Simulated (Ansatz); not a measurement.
Method: PBE, scalar-relativistic; no spin polarisation; PAW, 420 eV, 8×8×4 k-mesh, Gaussian smearing of 0.05 eV; code Ansatz; PAW files: Ansatz's generated set soft_2.

The calculation on Mg3X2, where X is one element, gave:

```
Space group                                           : P-3m1 (No. 164)
Conventional cell                                     : a = 4.596 Å, b = 4.596 Å, c = 7.271 Å, α = 90.00°, β = 90.00°, γ = 120.00°
Volume                                                : 26.60 Å³/atom
Band gap                                              : 0.23 eV
Smallest direct gap                                   : 1.02 eV
Bader charges                                         : X -2.23; Mg 1.51, 1.47 e
Formation energy from the elements (0 K, uncorrected) : -0.38 eV/atom
Bulk modulus (Birch–Murnaghan)                        : 42 GPa
Pressure derivative B0′                               : 4.4
Shear modulus (Hill)                                  : 17.0 GPa
Young's modulus                                       : 45 GPa
Poisson's ratio                                       : 0.32
Elastically stable                                    : yes
```

Sites: X on 2d, Mg on 1a, Mg on 2d.

Question: Which element is X?
A. In
B. Sb
C. Sn
D. Te

Answer: B. X is Sb, so the compound is Mg3Sb2.

The compound is reported in the structure type of the start.

Scalar-relativistic only: spin–orbit splittings of the heavy atoms' levels are missing. Spin–orbit coupling shifts the heavy anion's p levels by more than this gap and may close it.
